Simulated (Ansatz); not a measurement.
# InAs: band gap under strain

Aim: follow the gap of zincblende InAs through these states: -2.0 % equal strain in all directions; -1.0 % equal strain in all directions; +1.0 % equal strain in all directions. The table at the end shows which levels were run.

Code: Ansatz 0.2.0. PAW datasets, plane waves. Computed at 0 K without zero-point motion; spin polarisation is off.

### 1 The system as given

The unstrained cell was relaxed with r2SCAN; in each strained cell the atoms were relaxed again with r2SCAN. Names of k-points are those of the unstrained zone, where strain can split equivalent points. First state: -2.0 % equal strain in all directions.

The symmetry is F-43m (No. 216, cubic); a = 5.987 Å in the conventional setting, 26.82 Å³ an atom. Near In stand 4 As at 2.59 Å; near As stand 4 In at 2.59 Å.

As a file:

```cif
data_structure
_symmetry_space_group_name_H-M 'F-43m'
_symmetry_Int_Tables_number 216
_cell_length_a 5.9870
_cell_length_b 5.9870
_cell_length_c 5.9870
_cell_angle_alpha 90.000
_cell_angle_beta 90.000
_cell_angle_gamma 90.000
_cell_volume 214.60
loop_
_atom_site_label
_atom_site_type_symbol
_atom_site_symmetry_multiplicity
_atom_site_Wyckoff_symbol
_atom_site_fract_x
_atom_site_fract_y
_atom_site_fract_z
_atom_site_occupancy
In1 In 4 a 0.00000 0.00000 0.00000 1
As1 As 4 d 0.25000 0.25000 0.75000 1
```

From earlier runs on the unstrained cell: PBE 0.00 eV, r2SCAN 0.08 eV, HSE06 0.36 eV, r2SCAN+SOC 0.00 eV; a = 6.109 Å.

### 2 -2.0 % equal strain in all directions: PBE

input.yaml

```yaml
crystal:
  lattice:
    - [0.0, 2.9934986636, 2.9934986636]
    - [2.9934986636, 0.0, 2.9934986636]
    - [2.9934986636, 2.9934986636, 0.0]
  atoms:
    - { symbol: In, position: [0.0, 0.0, 0.0] }
    - { symbol: As, position: [0.25, 0.25, 0.25] }
kpoints:
  mp_grid: { grid: [8, 8, 8] }
  band_path:
    path:
      - [0.0, 0.0, 0.0]
      - [-0.5, -0.5, 0.0]
      - [-0.375, -0.375, 0.25]
      - [-0.375, 0.0, 0.375]
      - [0.0, 0.0, 0.5]
      - [-0.5, -0.25, 0.25]
    npoints: 1
hamiltonian:
  xc: pbe
scf:
  occupations: { method: fermi_dirac, width: 0.02 }
  n_extra_bands: 4
output:
  forces: true
  stress: true
  eigenvalues: true
  write_density: true
  write_potential: true
  elf: true
  volumetric_format: npy
```

Launch:

```bash
$ ansatz run input.yaml --threads 2 --pin off --max-ram 20275MiB --backend cpu --events-out ev --progress --plain --runs-dir out
```

The runs that follow: -2.0 % equal strain in all directions: r2SCAN; -2.0 % equal strain in all directions: HSE06; -2.0 % equal strain in all directions: r2SCAN+SOC; -1.0 % equal strain in all directions: PBE; -1.0 % equal strain in all directions: r2SCAN; -1.0 % equal strain in all directions: HSE06; -1.0 % equal strain in all directions: r2SCAN+SOC; +1.0 % equal strain in all directions: PBE; +1.0 % equal strain in all directions: r2SCAN; +1.0 % equal strain in all directions: HSE06; +1.0 % equal strain in all directions: r2SCAN+SOC.

Before running it: what results should come out?

As calculated:

Least gap in eV (negative: overlap), with the change from the unstrained cell in brackets:

```
                                state  volume change (%)           PBE        r2SCAN         HSE06
-2.0 % equal strain in all directions               -5.9  0.00 (+0.00)  0.41 (+0.33)  0.72 (+0.36)
-1.0 % equal strain in all directions               -3.0  0.00 (+0.00)  0.25 (+0.17)  0.54 (+0.18)
+1.0 % equal strain in all directions               +3.0  0.00 (+0.00)  0.00 (-0.08)  0.18 (-0.18)
```

**Reading.** The largest move of the HSE06 gap in the table is +0.359 eV, under -2.0 % equal strain in all directions. PBE and HSE06 differ by 0.36 eV on the unstrained gap, and by at most 0.36 eV on its change. Under -2.0 % equal strain in all directions and under -1.0 % equal strain in all directions and under +1.0 % equal strain in all directions PBE gives no gap, or under 0.02 eV, while HSE06 has one. Spin-orbit coupling is left out of the table, though the cell holds In (Z = 49); in an element this heavy it can shift bands and gaps by tenths of an eV.
